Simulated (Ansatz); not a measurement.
**ZnO (P6_3mc): the host for defect calculations**

Before any defect goes in: ZnO (P6_3mc) at rest, and how it screens a charge.

Calculated with Ansatz 0.2.0; plane-wave PAW DFT, PBEsol; relaxation of the host's cell and atoms; PAW set soft_1, in the first sound run; inputs show where later runs differ.

## 1. The structure

Symmetry: P6_3mc, No. 186, hexagonal system. Conventional cell: a = 3.237 Å, b = 3.237 Å, c = 5.222 Å, α = 90.00°, β = 90.00°, γ = 120.00°. Nearest to Zn lie 4 O at 1.97 to 1.98 Å. Nearest to O lie 4 Zn at 1.97 to 1.98 Å. Farther neighbours and most contacts between anions are not listed.

## 2. Host cell relaxation

Lattice and positions are set free, within the symmetry that the program keeps.

cell/input.yaml reads:

```yaml
crystal:
  lattice:
    - [3.237351, 0.0, 0.0]
    - [-1.6186755, 2.8036282, 0.0]
    - [0.0, 0.0, 5.2220613]
  atoms:
    - { symbol: Zn, position: [0.66666667, 0.33333333, 0.5005917] }
    - { symbol: Zn, position: [0.33333333, 0.66666667, 0.0005917] }
    - { symbol: O, position: [0.66666667, 0.33333333, 0.8797183] }
    - { symbol: O, position: [0.33333333, 0.66666667, 0.3797183] }
basis:
  ecutwfc: 420
  xc_grid: 2
hamiltonian:
  xc: pbesol
  pseudopotentials: { kind: paw, azcp: { folder: soft_1 }, xc_functional: pbe }
kpoints:
  mp_grid: { grid: [10, 10, 6] }
scf:
  occupations: { method: fixed }
  max_iter: 100
relax:
  f_tol: 0.005
  max_steps: 60
  cell: {}
output:
  forces: true
  stress: true
checkpoint:
  write: "../cell.run"
  compress: false
  write_wavefunctions: false
  write_every: 100000
```

Run with:

```bash
> ansatz run input.yaml --threads 32 --pin off --max-ram 84787MiB --backend cuda --events-out ev --progress --plain --runs-dir out --max-vram 78GiB
```

Numbers of over 12 decimals in the logs are rounded to 6 here.

What it wrote:

```text
[... repeated set-up lines and file paths are left out, and long positions are rounded to six places ...]
Engine: ansatz 0.2.0, aarch64-unknown-linux-gnu
Pseudopotentials: kind: paw
Pseudopotential: Zn, paw, valence charge 12, recommended cutoff 420 eV (normal), soft_1/Zn.paw.azcp
Pseudopotential: O, paw, valence charge 6, recommended cutoff 420 eV (normal), soft_1/O.paw.azcp
Functional definition: PBEsol
  exchange = pbesol_x
  correlation = pbesol_c
[...]
Crystal: 4 atoms, lattice volume = 47.397 Å³
Basis set: ecut = 420 eV, 941 PW (Γ), exchange–correlation on 48×48×72 points (8 copies of the dense FFT grid, shifted against one another)
Bands: 22, of which v1, the nominal top of the filled ones, is band 18 counted from 1 (17 counted from 0)
Symmetry: 12 space group operations
Space group: P63mc (ITA 186), of the structure as read, at distance tolerance 3.6e-5 Å
k-points: 56 of 600 (time reversal used)
Non-local potential: Zn, projectors of the file, l = 0: 2, l = 1: 2, l = 2: 3, l = 3: 1
Non-local potential: O, projectors of the file, l = 0: 2, l = 1: 2, l = 2: 1
PAW form: soft (Blöchl's): semilocal exchange-correlation on the pseudo side does not see the compensation charge
PAW frozen core: Zn, regenerated for the run's functional, and the local potential with it (the file was generated under x = pbe(κ = 0.804, μ = 0.219515), c = pbe(β = 0.066725))
PAW frozen core: O, regenerated for the run's functional, and the local potential with it (the file was generated under x = pbe(κ = 0.804, μ = 0.219515), c = pbe(β = 0.066725))
PAW one-centre angular grid: Zn, 590 points (default); XC on 64 Gauss nodes
PAW one-centre angular grid: O, 110 points (default); XC on 64 Gauss nodes
Initial density: superposition of atomic densities (chi_scale 0.1, normalization cell, long waves kept (reshape's long-wave potential 0.00 eV rms))
Initial wavefunctions: pseudopotential atomic-orbital guess
[...]
Functional: x = pbesol(κ = 0.804, μ = 0.123457), c = pbesol(β = 0.046)
SCF iter   1: F=—  HF=-7685.187301 eV  |Δ(HF+E_count)|=         —  Δρ=1.10e-1  dr2=3.04e0  Hψ=5775
preconditioner: auto → Resta (q_TF=auto, 2.606 Å⁻¹)  ε∞=6.5  [insulator: Δε(μ)=1.062 eV  Ē_g=13.810 eV  n_scr=22 (ndim 8)  ℏωp=32.4 eV  f_vac=0.000  ε∞_Penn≈6.5]
SCF iter   2: F=—  HF=-7684.362238 eV  |Δ(HF+E_count)|=   8.25e-1  Δρ=2.22e-2  dr2=2.12e-1  Hψ=2792
[...]
SCF iter   9: F=-7684.261568 eV  HF=-7684.261568 eV  |Δ(HF+E_count)|=   1.45e-6  Δρ=1.15e-5  dr2=4.40e-8  Hψ=5575
SCF 1 converged in 9 iterations: F = -7684.261568 eV  dr2 = 4.40e-8
  greatest PAW one-centre occupation: 0.987 electrons in one spin orbital (limit 2), on the Zn atom at site 0 (counted from 0), in its partial waves of l = 2
relax step   1: F+E_penalty+E_count = -7684.26156833 eV  Δ(F+E_penalty+E_count) = +0.000e0 eV  max|allowed force component| = 5.034e-4 eV/Å  Δτ_max = 0.0000 Å  P = -0.749 GPa  Ω = 47.397 Å³  (9 SCF iters, dr2 threshold 1.00e-7 eV, accepted)
[... the SCF cycles and remarks between the steps are left out from here to the last step ...]
relax step   2: F+E_penalty+E_count = -7684.26237838 eV  Δ(F+E_penalty+E_count) = -8.100e-4 eV  max|allowed force component| = 2.642e-4 eV/Å  Δτ_max = 0.0001 Å  P = -0.363 GPa  Ω = 47.272 Å³  energy of the carried Pulay correction = +3.734e-4 eV  (4 SCF iters, dr2 threshold 4.00e-7 eV, accepted)
relax step   3: F+E_penalty+E_count = -7684.26286136 eV  Δ(F+E_penalty+E_count) = -4.830e-4 eV  max|allowed force component| = 1.287e-3 eV/Å  Δτ_max = 0.0002 Å  P = +0.005 GPa  Ω = 47.155 Å³  energy of the carried Pulay correction = +7.239e-4 eV  (4 SCF iters, dr2 threshold 3.65e-7 eV, accepted)
[...]
iter 1 solved again at ethr=2.52e-7 eV; its pass at ethr=3.10e-3 eV (dr2=9.09e-5 eV) is discarded
SCF iter   1: F=—  HF=-7684.261858 eV  |Δ(HF+E_count)|=         —  Δρ=7.26e-5  dr2=7.99e-7  Hψ=9282
[...]
SCF iter   2: F=—  HF=-7684.262004 eV  |Δ(HF+E_count)|=   1.46e-4  Δρ=4.08e-5  dr2=3.02e-7  Hψ=2111
SCF iter   3: F=—  HF=-7684.262004 eV  |Δ(HF+E_count)|=   3.93e-8  Δρ=8.96e-6  dr2=2.32e-8  Hψ=2178
SCF iter   4: F=—  HF=-7684.262004 eV  |Δ(HF+E_count)|=  7.86e-10  Δρ=2.43e-6  dr2=2.05e-9  Hψ=2186
SCF iter   5: F=—  HF=-7684.262004 eV  |Δ(HF+E_count)|=   4.09e-9  Δρ=9.74e-7  dr2=6.60e-10  Hψ=2075
SCF iter   6: F=-7684.262004 eV  HF=-7684.262004 eV  |Δ(HF+E_count)|=  3.57e-10  Δρ=4.04e-7  dr2=3.95e-11  Hψ=7059
SCF 4 converged in 6 iterations: F = -7684.262004 eV  dr2 = 3.95e-11
relax step   4: F+E_penalty+E_count = -7684.26200382 eV  Δ(F+E_penalty+E_count) = +8.575e-4 eV  max|allowed force component| = 1.254e-3 eV/Å  Δτ_max = 0.0000 Å  P = -0.013 GPa  Ω = 47.155 Å³  stress off target by 1.46e-2 GPa  SCF on the basis re-selected at this cell (its energy is not comparable with the rows above)  (6 SCF iters)
basis re-selected at this cell: Δ(F+E_penalty+E_count) = +8.575e-4 eV, ΔP = -0.018 GPa vs the last step (what re-selecting the basis moved, of the pressure what is left beyond the Pulay correction that the steps carried, after the strain that the cell walked [...]
SCF converged after 6 iterations
Free energy (F): -7684.262004 eV
Harris-Foulkes:  -7684.262004 eV  (|F-HF|=3.55e-11)
Internal energy: -7684.262004 eV  (E = F + TS)
E sigma→0 (E₀):  -7684.262004 eV
Fermi energy:    7.166978 eV
--- Per-component energies (eV) ---
  E_band       = 61.785192
  E_kinetic    = 629.655828
  E_local      = -4424.407293  (includes V_loc(G=0)·N_el)
  E_nonlocal   = 1757.797033
  E_hartree    = 1656.942077
  E_xc         = -295.311987
  E_vxc        = -282.146098  (∫ρ·V_xc dr)
  E_paw        = -4038.553199  (= ΣΔE_a)
  E_vpaw       = -932.999747  (= ΣTr[D̂ρ^β])
  E_aug_tail   = 0.001176  (compensation charges beyond the density's cutoff)
  E_ewald      = -2972.050927
  E_core_change = 1.665288  (= ΣΔE_core)
  E_smearing   = -0.000000  (= −TS)
  E_closure    = -0.000000  (closes the sum)
  Σ components = -7684.262004   (vs F -7684.262004, Δ=0.00e0)
--- Forces (eV/Å), atoms counted from 1 ---
  atom   1  Zn     0.00000000     0.00000000     0.00125354
  atom   2  Zn     0.00000000    -0.00000000     0.00125354
  atom   3  O      0.00000000    -0.00000000    -0.00125356
  atom   4  O      0.00000000     0.00000000    -0.00125356
  max |Σ_I F_I| component: 3.01e-8 eV/Å
--- Stress (GPa, compression-positive) ---
       -0.014620       0.000000      -0.000000
        0.000000      -0.014620       0.000000
       -0.000000       0.000000      -0.010000
  P = ⅓ Tr σ = -0.0131 GPa (-0.131 kbar)
--- Band table (eV; the first three rows and the last of 56) ---
  k-point 0: bands = ["-10.9529", "-10.1792", "1.3852", "1.3899", "1.3899", "1.4343", "1.5851", "1.5851", "2.6060", "2.6060", "2.8221", [... rest cut ...]
  k-point 1: bands = ["-10.9040", "-10.2341", "1.2838", "1.3798", "1.3969", "1.3969", "1.5652", "1.5652", "2.6258", "2.6258", "2.8138", [... rest cut ...]
--- Relaxed structure (3 steps of the walk, 3 accepted, 1 SCFs on fresh bases) ---
  F+E_penalty+E_count = -7684.26200382 eV   max|allowed force component| = 1.254e-3 eV/Å   (the final SCF, on the basis selected at the relaxed cell)
  cell:  # Å, volume = 47.1549 Å³
    - [3.231218, 0.0, 0]
    - [-1.615609, 2.798317, 0]
    - [0, 0, 5.215114]
  atoms:
    - { symbol: Zn, position: [0.666667, 0.333333, 0.500641] }
    - { symbol: Zn, position: [0.333333, 0.666667, 0.000641] }
    - { symbol: O, position: [0.666667, 0.333333, 0.879669] }
    - { symbol: O, position: [0.333333, 0.666667, 0.379669] }
```

Elapsed: 1.7 s, on 1 × NVIDIA GB200 with 32 threads of Arm Neoverse V2, shared host; peak memory 1 GiB; 6.8 s of CPU time.

Step by step:

```
step  energy less that of the first step (eV)  largest force component (eV/Å)  pressure (GPa)  volume (Å³)
   1                                   0.0000                          0.0005           -0.75        47.40
   2                                  -0.0008                          0.0003           -0.36        47.27
   3                                  -0.0013                          0.0013            0.01        47.15
  4*                                  -0.0004                          0.0013           -0.01        47.15
```

Relaxation steps marked * repeat the geometry before them on a plane-wave basis chosen anew for their cell, so energy and pressure can jump there.

The run keeps the 12 symmetry operations that it works with, so distortions that break them were not tested.

```
conventional cell, symmetrised  before  after  change
                         a (Å)   3.237  3.231  -0.2 %
                         b (Å)   3.237  3.231  -0.2 %
                         c (Å)   5.222  5.215  -0.1 %
              volume (Å³/atom)   11.85  11.79  -0.5 %
```

The relaxed structure:

```xyz
4
Lattice="3.2312 0.0000 0.0000 -1.6156 2.7983 0.0000 0.0000 0.0000 5.2151" Properties=species:S:1:pos:R:3 pbc="T T T"
Zn    1.6156    0.9328    2.6109
Zn    0.0000    1.8656    0.0033
O     1.6156    0.9328    4.5876
O     0.0000    1.8656    1.9800
```

Numbers from this step:

* pressure: -0.01308 GPa

The cell shrank by 0.5 % in volume.

## 3. Dielectric tensors of the host

The response to a uniform electric field gives the electronic dielectric tensor.

This step: plane-wave PAW DFPT, PBEsol; dielectric tensors, Born charges and zone-centre modes of the host; PAW set soft_1 (Ansatz 0.2.0).

eps/input.yaml reads:

```yaml
crystal:
  lattice:
    - [3.2312179553, 0.0, 0.0]
    - [-1.6156089777, 2.7983168345, 0.0]
    - [0.0, 0.0, 5.2151142287]
  atoms:
    - { symbol: Zn, position: [0.6666666667, 0.3333333333, 0.5006413159] }
    - { symbol: Zn, position: [0.3333333333, 0.6666666667, 0.0006413159] }
    - { symbol: O, position: [0.6666666667, 0.3333333333, 0.8796686841] }
    - { symbol: O, position: [0.3333333333, 0.6666666667, 0.3796686841] }
basis:
  ecutwfc: 420
hamiltonian:
  xc: pbesol
  pseudopotentials: { kind: paw, azcp: { folder: soft_1 }, xc_functional: pbe }
kpoints:
  mp_grid: { grid: [9, 9, 5] }
scf:
  occupations: { method: fixed }
  max_iter: 100
phonons:
  method: dfpt
  dielectric: true
  rigid_motions: translations
```

What it wrote:

```text
[...]
Crystal: 4 atoms, lattice volume = 47.155 Å³
Basis set: ecut = 420 eV, 941 PW (Γ), exchange–correlation on 48×48×72 points (8 copies of the dense FFT grid, shifted against one another)
Bands: 22, of which v1, the nominal top of the filled ones, is band 18 counted from 1 (17 counted from 0)
Symmetry: 12 space group operations
k-points: 115 of 405 (irreducible under 2 space group operations, time reversal used)
[...]
SCF iter   1: F=—  HF=-7685.184058 eV  |Δ(HF+E_count)|=         —  Δρ=1.10e-1  dr2=3.03e0  Hψ=11941
[...]
SCF iter   2: F=—  HF=-7684.362645 eV  |Δ(HF+E_count)|=   8.21e-1  Δρ=2.22e-2  dr2=2.12e-1  Hψ=5758
[...]
SCF iter  11: F=-7684.262011 eV  HF=-7684.262011 eV  |Δ(HF+E_count)|=  2.73e-10  Δρ=2.58e-7  dr2=2.52e-11  Hψ=15945
SCF 1 converged in 11 iterations: F = -7684.262011 eV  dr2 = 2.52e-11
[...]
the response reads at least the filled bands of the reference SCF and the lowest empty band at each k-point, and that SCF's band table does not vouch for those bands. The notice of the band table in this run's record says why
[...]
NSCF: frozen V_eff on 1 k-points
[...]
NSCF: frozen V_eff on 36 k-points, pencils in batches of 32, up to order 88
[...]
DFPT response loops at q = (0, 0, 0) (fractional): preconditioner auto → Resta (q_TF=auto, 2.608 Å⁻¹)  ε∞=9.3 (no band partly filled); β = 1.00, the filter's whole step (`scf.mixing.beta` (0.50) is not read by the response loops at its default; [...]
[...]
DFPT response loops at Γ: preconditioner auto → Resta (q_TF=auto, 2.608 Å⁻¹)  ε∞=9.3 (no band partly filled); β = 1.00, the filter's whole step (`scf.mixing.beta` (0.50) is not read by the response loops at its default; [...]
── the response to a field inside a basis, on 14×14×8 k-points: an SCF that follows is theirs, and a resumed run solves both again ──
[...]
Bands: 19, of which v1, the nominal top of the filled ones, is band 18 counted from 1 (17 counted from 0)
k-points: 224
[...]
Eigensolver: Dense (224 Hₖ)
SCF iter   1: F=—  HF=-7684.261116 eV  |Δ(HF+E_count)|=         —  Δρ=4.03e-4  dr2=1.51e-5
[...]
SCF iter   4: F=-7684.261115 eV  HF=-7684.261115 eV  |Δ(HF+E_count)|=   1.27e-6  Δρ=1.95e-5  dr2=8.32e-8
SCF 1 converged in 4 iterations: F = -7684.261115 eV  dr2 = 8.32e-8
[...]
WARN: field response: ε∞ stands inside a basis, on 14×14×8 points; [...]
SCF converged after 11 iterations
Free energy (F): -7684.262011 eV
[...]
Internal energy: -7684.262011 eV  (E = F + TS)
E sigma→0 (E₀):  -7684.262011 eV
Fermi energy:    7.167200 eV
[...]
--- Band table (eV; the first three rows and the last of 115) ---
[...]
--- Phonons (Γ-DFPT): 4 representative perturbations + reference (Σ response iterations 24) ---
  k mesh reduced under 2 symmetry operations, with k and −k counted as one. Each operation leaves every solved perturbation unchanged. A smaller set is not considered because the run solves the response to a homogeneous field
  ASR residual: 2.043e-4 → 0.000e0 eV/Å²; symmetrization residual: 2.177e-9 eV/Å²
  ASR residual per site (eV/Å²): 8.74e-5 8.74e-5 2.04e-4 2.04e-4
  Γ frequencies (cm⁻¹): 0.00 0.00 0.00 88.48 88.48 251.30 368.54 388.52 388.52 420.23 420.23 530.01
  ε∞ (high-frequency dielectric tensor):
        5.298570     0.000000     0.000000
        0.000000     5.298570     0.000000
        0.000000     0.000000     5.341979
  ε⁰ (static dielectric tensor: ions relaxed, cell fixed):
       10.073363     0.000000     0.000000
        0.000000    10.073363    -0.000000
        0.000000    -0.000000    10.928980
  ε⁰ − ε∞ (ionic part):
        4.774793     0.000000     0.000000
        0.000000     4.774793    -0.000000
        0.000000    -0.000000     5.587001
  softest optical mode at Γ: 88.48 cm⁻¹; the repairs (sum rule, projections) moved no ω² at Γ by more than (1.86 cm⁻¹)²
  Born effective charges Z* (e; rows j = field, columns β = displacement):
    site 0:
         2.10687    0.00000    0.00000
         0.00000    2.10687    0.00000
         0.00000    0.00000    2.16185
    site 1:
         2.10687    0.00000   -0.00000
         0.00000    2.10687    0.00000
         0.00000    0.00000    2.16185
    site 2:
        -2.10687   -0.00000   -0.00000
        -0.00000   -2.10687   -0.00000
        -0.00000   -0.00000   -2.16185
    site 3:
        -2.10687   -0.00000   -0.00000
        -0.00000   -2.10687   -0.00000
        -0.00000   -0.00000   -2.16185
  Z* charge neutrality: 1.250e-3 e pre-enforcement
  solved inside a basis spanned on kpoints, on 14×14×8 k-points transformed towards the longest dipole: ε∞ is read to err by 1.7e-2, Z* by 1.3e-2 e (field_mesh: kpoints solves on kpoints); Z* is corrected for what the basis lacks
  optical modes at Γ without the LO–TO term, one row a degenerate level:
      ω (cm⁻¹)  modes    IR ((D/Å)²/amu)
         88.48      2             0.0000
        251.30      1             0.0000
        368.54      1            16.7771
        388.52      2            31.8692
        420.23      2             0.0000
        530.01      1             0.0000
  optical modes at Γ + LO–TO along q̂ = [1.0000, 0.0000, 0.0000]:
      ω (cm⁻¹)  modes    IR ((D/Å)²/amu)
         88.48      2             0.0000
        251.30      1             0.0000
        368.54      1            16.7771
        388.52      1            15.9346
        420.23      2             0.0000
        530.01      1             0.0000
        535.70      1            15.9346
  optical modes at Γ + LO–TO along q̂ = [0.0000, 1.0000, 0.0000]:
      ω (cm⁻¹)  modes    IR ((D/Å)²/amu)
         88.48      2             0.0000
        251.30      1             0.0000
        368.54      1            16.7771
        388.52      1            15.9346
        420.23      2             0.0000
        530.01      1             0.0000
        535.70      1            15.9346
  optical modes at Γ + LO–TO along q̂ = [0.0000, 0.0000, 1.0000]:
      ω (cm⁻¹)  modes    IR ((D/Å)²/amu)
         88.48      2             0.0000
        251.30      1             0.0000
        388.52      2            31.8692
        420.23      2             0.0000
        527.14      1            16.7771
        530.01      1             0.0000
```

Run time: 9.2 s. Hardware: 1 × NVIDIA GB200 with 32 threads; peak memory 2.2 GiB; 86 s of CPU time.

Electronic dielectric tensor:

```
5.30 0.00 0.00
0.00 5.30 0.00
0.00 0.00 5.34
```

Static dielectric tensor:

```
10.07  0.00  0.00
 0.00 10.07  0.00
 0.00  0.00 10.93
```

The principal values of the electronic dielectric tensor are 5.30, 5.30 and 5.34. The principal values of the static dielectric tensor are 10.07, 10.07 and 10.93.

(Continued in part 2 of 3.)

[Logs are printed without paths, hosts, clocks, repeated set-up lines and the standing remarks that a program may print on its own settings, such as how far it seeks lower states.]

[Hosts, paths, dates, database ids (printed as entryN), source tags and the programs' standing remarks are cut or masked in the printed files.]

[Runs of the host that timed out are not shown.]

[For some hosts the program warned that the k-mesh of the response run may be too coarse for force constants and the static dielectric constant; such warnings are not always shown.]
